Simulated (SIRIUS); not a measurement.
## NaCl under changes of volume

One of the cells (21.907 Å³/atom); the others are scaled copies at fixed shape and fractional positions:

```
CELL_PARAMETERS angstrom
3.52538 0.00000 0.00000
0.00000 3.52538 0.00000
0.00000 0.00000 3.52538
ATOMIC_POSITIONS crystal
Cl 0.50000 0.50000 0.50000
Na 0.00000 0.00000 0.00000
```

Measurements of this composition are mostly on another form, of space group No. 225.

- Program: SIRIUS 7.10.0
- Functional: PBEsol
- Potentials or basis: PseudoDojo 0.4.1 PBEsol standard (scalar relativistic)
- Cutoff: 1202 eV
- Density cutoff: 4809 eV
- k mesh: 8 × 8 × 8
- Occupations: fermi-dirac, width 0.05 eV
- Spin: no spin polarisation

| volume (Å³/atom) | energy over the lowest point (meV/atom) | pressure (GPa) | gap on the mesh (eV) |
| --- | --- | --- | --- |
| 20.189 | 0.33 | 0.4 | 4.05 |
| 20.619 | 0.00 | -0.2 | 3.97 |
| 21.048 | 1.22 | -0.7 | 3.91 |
| 21.907 | ? | ? | ? |
| 22.337 | 12.56 | -2.0 | 3.72 |
| 22.766 | 18.43 | -2.4 | 3.67 |

Question: What does the run at 21.907 Å³/atom give?

Answer: Energy over the lowest point 7.65 meV/atom; pressure -1.6 GPa; gap on the mesh 3.78 eV.

Worked out: A Birch-Murnaghan fit of order 3 (a polynomial in V^(-2/3)) to the other rows has its minimum at 20.49 Å³/atom with B0 = V·E''(V) = 29 GPa and B' = 4.7. It gives 7.64 meV/atom at 21.907 Å³/atom, against the run's 7.65, and -dE/dV = -1.6 GPa, against -1.6. A straight line through the other rows of the gap, of slope -3.15 eV per unit of ln V, gives 3.79 eV, against the run's 3.78.

Energies are extrapolated to zero smearing.

A mesh can miss the band edges.
